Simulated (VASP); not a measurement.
# BaTiO3 (R3m) in VASP: further runs

The runs below take BaTiO3 through relaxation of cell and atoms, relaxation of shape and atoms at fixed volume, with PBEsol.

All numbers are computed with VASP 6.6.1; they aren't measurements. Logs are shortened: lines on timing, memory, paths and dates and some standing lists are left out, and cuts for length are marked.

## 1. The structure

It takes space group R3m (No. 160, trigonal). The conventional cell has a = 5.655 Å, b = 5.655 Å, c = 6.955 Å, α = 90.00°, β = 90.00°, γ = 120.00°. Around Ba (site symmetry 3m) lie 12 O at 2.79 to 2.89 Å. Ti (site symmetry 3m) has 6 O at 1.87 to 2.14 Å as nearest neighbours. Around O (site symmetry m) lie 2 Ti at 1.87 to 2.14 Å.

## 2. Relaxation of cell and atoms, PBEsol

INCAR

```
SYSTEM = BaTiO3
ALGO = Normal
EDIFF = 1E-6
EDIFFG = -0.01
ENCUT = 600
GGA = PS
IBRION = 2
ISIF = 3
ISMEAR = 0
KPAR = 2
LASPH = .True.
LCHARG = .False.
LREAL = .False.
LWAVE = .False.
NELM = 80
NSW = 90
PREC = Accurate
SIGMA = 0.03
```

KPOINTS

```
k-points
0
Gamma
  7 7 7
  0 0 0
```

POSCAR

```
BaTiO3
1.0
    2.8273666084      1.6323808724      2.3183934932
   -2.8273666084      1.6323808724      2.3183934932
    0.0000000000     -3.2647617449      2.3183934932
Ba Ti O
1 1 3
Direct
    0.0000000000      0.0000000000      0.0000000000
    0.4845000000      0.4845000000      0.4845000000
    0.5086000000      0.5086000000      0.0175000000
    0.0175000000      0.5086000000      0.5086000000
    0.5086000000      0.0175000000      0.5086000000
```

Potentials or basis: VASP PAW PBE potentials, release 64 (Ba_sv, Ti_sv, O).

Started as:

```sh
$ cat potpaw_PBE.64/Ba_sv/POTCAR potpaw_PBE.64/Ti_sv/POTCAR potpaw_PBE.64/O/POTCAR > POTCAR
$ mpirun -np 2 vasp_std > vasp.out
```

OUTCAR:

```text
SYSTEM = BaTiO3
   EDIFF = 1E-6
   EDIFFG = -0.01
   ENCUT = 600
   GGA = PS
   IBRION = 2
   ISIF = 3
   ISMEAR = 0
   LASPH = .True.
   LREAL = .False.
   NELM = 80
   NSW = 90
   PREC = Accurate

 ion  position               nearest neighbor table
   1  0.000  0.000  0.000-   3 2.79   4 2.79   5 2.79   4 2.83   5 2.83   5 2.83   4 2.83   3 2.83
                             3 2.83   3 2.89   4 2.89   5 2.89   2 3.37   2 3.43   2 3.43   2 3.43
   2  0.484  0.484  0.484-   4 1.87   5 1.87   3 1.87   5 2.14   4 2.14   3 2.14   1 3.37   1 3.43
                             1 3.43   1 3.43   1 3.50   1 3.50   1 3.50   1 3.59
   3  0.509  0.509  0.017-   2 1.87   2 2.14   1 2.79   1 2.83   1 2.83   1 2.89
   4  0.017  0.509  0.509-   2 1.87   2 2.14   1 2.79   1 2.83   1 2.83   1 2.89
   5  0.509  0.017  0.509-   2 1.87   2 2.14   1 2.79   1 2.83   1 2.83   1 2.89

  LATTYP: Found a trigonal (rhomboedric) cell.
 ALAT       =     4.0042000000
 COS(alpha) =     0.0028448828

  Lattice vectors:

 A1 = (   2.8273666084,   1.6323808724,   2.3183934932)
 A2 = (  -2.8273666084,   1.6323808724,   2.3183934932)
 A3 = (   0.0000000000,  -3.2647617449,   2.3183934932)

Analysis of symmetry for initial positions (statically):
=====================================================================
 Subroutine PRICEL returns:
 Original cell was already a primitive cell.

 Routine SETGRP: Setting up the symmetry group for a
 trigonal (rhombohedral) supercell.

 Subroutine GETGRP returns: Found  6 space group operations
 (whereof  6 operations were pure point group operations)
 out of a pool of 12 trial point group operations.

The static configuration has the point symmetry C_3v.

Analysis of symmetry for dynamics (positions and initial velocities):
=====================================================================
 Subroutine PRICEL returns:
 Original cell was already a primitive cell.

 Routine SETGRP: Setting up the symmetry group for a
 trigonal (rhombohedral) supercell.

 Subroutine GETGRP returns: Found  6 space group operations
 (whereof  6 operations were pure point group operations)
 out of a pool of 12 trial point group operations.

The dynamic configuration has the point symmetry C_3v.

 Subroutine INISYM returns: Found  6 space group operations
 (whereof  6 operations are pure point group operations),
 and found     1 'primitive' translations

----------------------------------------------------------------------------------------

                                     Primitive cell

  volume of cell :      64.2010

  direct lattice vectors                    reciprocal lattice vectors
     2.827366608  1.632380872  2.318393493     0.176843002  0.102100355  0.143777721
    -2.827366608  1.632380872  2.318393493    -0.176843002  0.102100355  0.143777721
     0.000000000 -3.264761745  2.318393493     0.000000000 -0.204200710  0.143777721

  length of vectors
     4.004200000  4.004200000  4.004200000     0.249739791  0.249739791  0.249739791

  position of ions in fractional coordinates (direct lattice)
     0.000000000  0.000000000  0.000000000
     0.484500000  0.484500000  0.484500000
     0.508600000  0.508600000  0.017500000
     0.017500000  0.508600000  0.508600000
     0.508600000  0.017500000  0.508600000

  ion indices of the primitive-cell ions
   primitive index   ion index
                 1           1
                 2           2
                 3           3
                 4           4
                 5           5

----------------------------------------------------------------------------------------

 KPOINTS: k-points

Automatic generation of k-mesh.
 Grid dimensions read from file:
 generate k-points for:    7    7    7

 Generating k-lattice:

  Cartesian coordinates                     Fractional coordinates (reciprocal lattice)
     0.025263286  0.014585765  0.020539674     0.142857143  0.000000000  0.000000000
    -0.025263286  0.014585765  0.020539674     0.000000000  0.142857143  0.000000000
     0.000000000 -0.029171530  0.020539674     0.000000000  0.000000000  0.142857143

  Length of vectors
     0.035677113  0.035677113  0.035677113

  Shift w.r.t. Gamma in fractional coordinates (k-lattice)
     0.000000000  0.000000000  0.000000000

 Subroutine IBZKPT returns following result:
 ===========================================

 Found     44 irreducible k-points:

 Following reciprocal coordinates:
            Coordinates               Weight
  0.000000  0.000000  0.000000      1.000000
  0.142857  0.000000  0.000000      6.000000
  0.285714  0.000000  0.000000      6.000000
  0.428571  0.000000  0.000000      6.000000
  0.142857  0.142857  0.000000      6.000000
  0.285714  0.142857  0.000000     12.000000
[... 16 lines left out ...]
  0.285714  0.285714  0.142857      6.000000
  0.428571  0.285714  0.142857     12.000000
 [... further k-points ...]
   k-points           NKPTS =     44   k-points in BZ     NKDIM =     44   number of bands    NBANDS=     24
   number of dos      NEDOS =    301   number of ions     NIONS =      5
   total plane-waves  NPLWV =  32768
   dimension x,y,z NGX =    32 NGY =   32 NGZ =   32
   dimension x,y,z NGXF=    64 NGYF=   64 NGZF=   64
   ions per type =               1   1   3
   NGX,Y,Z   is equivalent  to a cutoff of  13.29, 13.29, 13.29 a.u.
   NGXF,Y,Z  is equivalent  to a cutoff of  26.57, 26.57, 26.57 a.u.
 SYSTEM =  BaTiO3
   PREC   = accura    normal or accurate (medium, high low for compatibility)
   ISTART =      0    job   : 0-new  1-cont  2-samecut
   ICHARG =      2    charge: 1-file 2-atom 10-const
   ISPIN  =      1    spin polarized calculation?
   LNONCOLLINEAR =      F non collinear calculations
   LSORBIT =      F    spin-orbit coupling
   LASPH  =      T    aspherical Exc in radial PAW
   ENCUT  =  600.0 eV  44.10 Ry    6.64 a.u.   8.00  8.00  8.00*2*pi/ulx,y,z
   NELM   =     80;   NELMIN=  2; NELMDL= -5     # of ELM steps
   EDIFF  = 0.1E-05   stopping-criterion for ELM
   LREAL  =      F    real-space projection
   EDIFFG = -.1E-01   stopping-criterion for IOM
   NSW    =     90    number of steps for IOM
   IBRION =      2    ionic relax: 0-MD 1-quasi-New 2-CG
   NFREE  =      1    steps in history (QN), initial steepest desc. (CG)
   ISIF   =      3    stress and relaxation
   ISYM   =      2    0-nonsym 1-usesym 2-fastsym
   POTIM  = 0.5000    time-step for ionic-motion
   TEBEG  =    0.0;   TEEND  =   0.0 temperature during run
   PSTRESS=    0.0 pullay stress
   NELECT =      40.0000    total number of electrons
   NUPDOWN=      -1.0000    fix difference up-down
   EMIN   =  10.00;   EMAX   =-10.00  energy-range for DOS
   EFERMI =   0.00;   METHOD = LEGACY
   ISMEAR =     0;   SIGMA  =   0.03  broadening in eV -4-tet -1-fermi 0-gaus
   EFERMI_NEDOS =   21; number of points for ismear=-14 and -15
   IALGO  =     38    algorithm
   IMIX   =      4    mixing-type and parameters
     AMIX     =   0.40;   BMIX     =  1.00
     AMIX_MAG =   1.60;   BMIX_MAG =  1.00
  volume/ion in A,a.u.               =      12.84        86.65
  Fermi-wavevector in a.u.,A,eV,Ry     =   1.398237  2.642285 26.600301  1.955067
  Thomas-Fermi vector in A             =   2.521415
   LORBIT       =      0    0 simple, 1 ext, 2 COOP (PROOUT), +10 PAW based schemes
   GGA     = PS    functional components
   LHFCALC =     F    Hartree Fock is set to
   AEXX    =    0.0000 exact exchange contribution
   IVDW    =     0    specifies the selected vdW correction
   LEPSILON=     F    determine dielectric tensor
   LRPA    =     F    only Hartree local field effects (RPA)
 conjugate gradient relaxation of ions
 non-spin polarized calculation
 Gauss-broadening in eV      SIGMA  =   0.03
  energy-cutoff  :      600.00
  volume of cell :       64.20
 maximum number of plane-waves:      2170
   NGX = 15   NGY = 15   NGZ = 15

--------------------------------------- Ionic step        1  -------------------------------------------

 number of electron      39.9999996 magnetization

 Free energy of the ion-electron system (eV)
  ---------------------------------------------------
  ext. energy  EPLUGINS =         0.00000000
  ---------------------------------------------------
  free energy    TOTEN  =       -42.01241551 eV

  energy without entropy =      -42.01241551  energy(sigma->0) =      -42.01241551

------------------------ aborting loop because EDIFF is reached ----------------------------------------

  FORCE on cell =-STRESS in cart. coord.  units (eV):
  Direction    XX          YY          ZZ          XY          YZ          ZX
  --------------------------------------------------------------------------------------
  -------------------------------------------------------------------------------------
  Total        0.2110688      0.2110688      0.1388293      0.0000000     -0.0000000     -0.0000000
  in kB        5.2673561      5.2673561      3.4645719      0.0000000     -0.0000000     -0.0000000
  external PRESSURE =       4.6664281 kB  Pullay stress =       0.0000000 kB
[... 141 lines left out ...]
  energy  without entropy=      -42.0146238925  energy(sigma->0) =      -42.01462389

--------------------------------------- Ionic step        5  -------------------------------------------

 number of electron      39.9999995 magnetization

 Free energy of the ion-electron system (eV)
  ---------------------------------------------------
  ext. energy  EPLUGINS =         0.00000000
  ---------------------------------------------------
  free energy    TOTEN  =       -42.01469380 eV

  energy without entropy =      -42.01469380  energy(sigma->0) =      -42.01469380

 E-fermi :   3.8758     XC(G=0): -11.4988

 val. band max:        3.5736931569   @ k =   0.4286   0.4286   0.4286
 cond. band min:       5.8998887495   @ k =   0.0000   0.0000   0.0000
 fundamental gap:      2.3261955926
 Fermi energy:         3.8758027785

 k-point     1 :       0.0000    0.0000    0.0000
  band No.  band energies     occupation
      1     -52.4388      2.00000
      2     -28.8029      2.00000
      3     -28.8029      2.00000
      4     -28.7988      2.00000
      5     -21.1118      2.00000
      6     -13.1252      2.00000
[... 637 lines left out ...]
     23       7.5300      0.00000
     24       9.1848      0.00000

 [... further k-points ...]

------------------------ aborting loop because EDIFF is reached ----------------------------------------

  FORCE on cell =-STRESS in cart. coord.  units (eV):
  Direction    XX          YY          ZZ          XY          YZ          ZX
  --------------------------------------------------------------------------------------
  -------------------------------------------------------------------------------------
  Total        0.0055185      0.0055185      0.0335000      0.0000000     -0.0000000      0.0000000
  in kB        0.1377973      0.1377973      0.8364942      0.0000000     -0.0000000      0.0000000
  external PRESSURE =       0.3706963 kB  Pullay stress =       0.0000000 kB
[... 20 lines left out ...]
  FREE ENERGIE OF THE ION-ELECTRON SYSTEM (eV)
  ---------------------------------------------------
  free  energy   TOTEN  =       -42.0146937996 eV

  energy  without entropy=      -42.0146937996  energy(sigma->0) =      -42.01469380

 reached required accuracy - stopping structural energy minimisation
```

It took 46 s on 2 MPI ranks of Intel Xeon 6975P-C (Granite Rapids), shared host; peak memory 0.24 GiB.

What came out:

* Free energy: -42.0147 eV
* Relaxed volume: 12.83 Å³/atom
* Relaxed cell: a = 4.003 Å, b = 4.003 Å, c = 4.003 Å, α = 89.87°, β = 89.87°, γ = 89.87°
* Space group after relaxing (to 0.05 Å): R3m (No. 160)
* Energy gained by relaxing: 0.5 meV/atom
* Ionic steps: 5
* Pressure after relaxing: 0.0 GPa
* Largest force after relaxing: 0.010 eV/Å
* Band gap on the k mesh: 2.33 eV, indirect (least direct gap 2.64 eV)

Forces in eV/Å, atoms in the order of the input:
```
Ba   0.000  0.000 -0.010
Ti   0.000  0.000  0.004
O    0.000 -0.009  0.002
O    0.008  0.005  0.002
O   -0.008  0.005  0.002
```

The path:
```csv
step,energy change (eV),largest force (eV/Å),pressure (GPa),volume (Å³)
1,0.0000,0.1371,0.47,64.20
2,-0.0011,0.0700,-0.84,64.55
3,-0.0013,0.0871,-0.45,64.44
4,-0.0022,0.0327,-0.12,64.24
5,-0.0023,0.0099,0.04,64.16
```

Final structure:
```
Ba Ti O
1.0
     2.82762    1.63253    2.31665
    -2.82762    1.63253    2.31665
     0.00000   -3.26506    2.31665
Ba Ti O
1 1 3
Direct
  0.99817 0.99817 0.99817
  0.48597 0.48597 0.48597
  0.50935 0.50935 0.01635
  0.01635 0.50935 0.50935
  0.50935 0.01635 0.50935
```

Caveat: the PAW data sets were made with another functional, which shifts forces and pressure a little; spin-orbit coupling is left out, which moves the levels of the heavy elements; an odd mesh through Γ misses points on the zone boundary, where band edges often lie.

## 3. Relaxation of cell and atoms, PBEsol

Edit INCAR of step 2 so:

```diff
@@ -2,4 +2,4 @@
 ALGO = Normal
-EDIFF = 1E-6
-EDIFFG = -0.01
+EDIFF = 1E-7
+EDIFFG = -0.005
 ENCUT = 600
```

KPOINTS is that of step 2.

POSCAR

```
BaTiO3                                  
1.0
    2.8276207789      1.6325276178      2.3166465961
   -2.8276207789      1.6325276178      2.3166465961
    0.0000000000     -3.2650552358      2.3166465961
  Ba              Ti              O             
     1     1     3
Direct
     0.9981727008882832    0.9981727008882832    0.9981727008882832
     0.4859709633038062    0.4859709633038062    0.4859709633038062
     0.5093510632677866    0.5093510632677866    0.0163542092723353
     0.0163542092723353    0.5093510632677866    0.5093510632677866
     0.5093510632677866    0.0163542092723353    0.5093510632677866
```

Potentials or basis: VASP PAW PBE potentials, release 64 (Ba_sv, Ti_sv, O).

Started as:

```sh
$ cat potpaw_PBE.64/Ba_sv/POTCAR potpaw_PBE.64/Ti_sv/POTCAR potpaw_PBE.64/O/POTCAR > POTCAR
$ mpirun -np 2 vasp_std > vasp.out
```

Run time: 33 s. Hardware: 2 MPI ranks of Intel Xeon 6975P-C (Granite Rapids), shared host; peak memory 0.23 GiB.

The run converged. Its results:

| Property | Result |
| --- | --- |
| Free energy | -42.0146 eV |
| Relaxed volume | 12.84 Å³/atom |
| Relaxed cell | a = 4.004 Å, b = 4.004 Å, c = 4.004 Å, α = 89.85°, β = 89.85°, γ = 89.85° |
| Space group after relaxing (to 0.05 Å) | R3m (No. 160) |
| Energy gained by relaxing | 0.0 meV/atom |
| Ionic steps | 4 |
| Pressure after relaxing | 0.0 GPa |
| Largest force after relaxing | 0.005 eV/Å |
| Band gap on the k mesh | 2.33 eV, indirect (least direct gap 2.65 eV) |

Forces on the atoms (eV/Å):
```
Ba   0.000  0.000 -0.003
Ti   0.000  0.000 -0.002
O    0.000  0.004  0.002
O   -0.004 -0.002  0.002
O    0.004 -0.002  0.002
```

Final structure:
```xyz
5
Lattice="2.8276 1.6325 2.3176 -2.8276 1.6325 2.3176 0.0000 -3.2651 2.3176" Properties=species:S:1:pos:R:3 pbc="T T T"
Ba    0.0000    0.0000    6.9392
Ti    0.0000    0.0000    3.3789
O     0.0000    1.6087    2.3992
O    -1.3932   -0.8043    2.3992
O     1.3932   -0.8043    2.3992
```

Levels at points of the mesh, in eV from the valence-band top:
```csv
k point,band 16,band 17,band 18,band 19,band 20,band 21,band 22,band 23,band 24
"(0.00, 0.00, 0.00)",-1.25,-1.03,-0.45,-0.32,-0.32,2.33,2.33,2.47,4.51
```

Caveat: the PAW data sets were made with another functional, which shifts forces and pressure a little; spin-orbit coupling is left out, which moves the levels of the heavy elements; an odd mesh through Γ misses points on the zone boundary, where band edges often lie.

[end of part 1 of 2]
